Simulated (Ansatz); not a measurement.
Relaxing Bi

Method: Ansatz 0.2.0, DFT PBE, scalar-relativistic, plane waves, PAW.

The start is a database structure of Bi, space group Im-3m (No. 229).

The final relaxation ran on this input, with the default PAW datasets:

```yaml
crystal:
  lattice:
    - [-1.9814305318, 1.9814305318, 1.9814305318]
    - [1.9814305318, -1.9814305318, 1.9814305318]
    - [1.9814305318, 1.9814305318, -1.9814305318]
  atoms:
    - { symbol: Bi, position: [0.0, 0.0, 0.0] }
basis:
  ecutwfc: 420
kpoints:
  mp_grid: { grid: [20, 20, 20] }
hamiltonian:
  xc: pbe
scf:
  occupations: { method: gaussian, width: 0.1 }
output:
  forces: true
  stress: true
  eigenvalues: true
relax:
  adjacent_minimum: "off"
  f_tol: 0.01
  max_steps: 80
  cell: { stress_tol: 0.05 }
```

It can be run as:

```bash
ansatz run input.yaml --threads 1 --pin off --backend cpu --events-out ev --progress --plain --runs-dir out  # memory cap (--max-ram) not shown
```

End of the output:

```
SCF converged after 5 iterations
Free energy (F): -12396.423663 eV
Harris-Foulkes:  -12396.423663 eV  (|F-HF|=7.28e-12)
Internal energy: -12396.421334 eV  (E = F + TS)
E sigma→0 (E₀):  -12396.422498 eV
Entropy (-TS):   -0.002330 eV (-2.330 meV/atom)
Fermi energy:    11.451042 eV
--- Per-component energies (eV) ---
  E_band       = -85.793289
  E_kinetic    = 301.786162
  E_local      = -1411.064870  (includes V_loc(G=0)·N_el)
  E_nonlocal   = 559.905498
  E_hartree    = 446.887618
  E_xc         = -151.302889
  E_vxc        = -144.245612  (∫ρ·V_xc dr)
  E_paw        = -10663.014495  (= ΣΔE_a)
  E_vpaw       = -285.949169  (= ΣTr[D̂ρ^β])
  E_aug_tail   = -0.000438  (compensation charges beyond the density's cutoff)
  E_ewald      = -1479.617919
  E_smearing   = -0.002330  (= −TS)
  E_closure    =  0.000000  (closes the sum)
  Σ components = -12396.423663   (vs F -12396.423663, Δ=0.00e0)
--- Forces (eV/Å), atoms counted from 1 ---
  atom   1  Bi     0.00000000     0.00000000     0.00000000
  max |Σ_I F_I| component: 1.97e-31 eV/Å
--- Stress (GPa, compression-positive) ---
       -0.007135       0.000000       0.000000
        0.000000      -0.007135       0.000000
        0.000000       0.000000      -0.007135
  P = ⅓ Tr σ = -0.0071 GPa (-0.071 kbar)
--- Relaxed structure (3 steps of the walk, 3 accepted, 1 SCFs on fresh bases) ---
  F+E_penalty+E_count = -12396.42366330 eV   max|allowed force component| = 0.000e0 eV/Å   (the final SCF, on the basis selected at the relaxed cell)
  cell:  # Å, volume = 31.6274 Å³
    - [-1.992208, 1.992208, 1.992208]
    - [1.992208, -1.992208, 1.992208]
    - [1.992208, 1.992208, -1.992208]
  atoms:
    - { symbol: Bi, position: [0.0, 0.0, 0.0] }
```

Total energies depend on the potentials used, so only differences within one code and one set of settings carry meaning.

The result has space group Im-3m (No. 229). Bi is coordinated by 8 Bi at 3.45 Å and 6 Bi at 3.98 Å.

It lies 0.13 eV/atom above the element's standard state at the same level.

For metals, differences of a few meV/atom aren't resolved. Spin–orbit coupling is left out.

Symmetry constrained the relaxation, so the result can be a saddle point.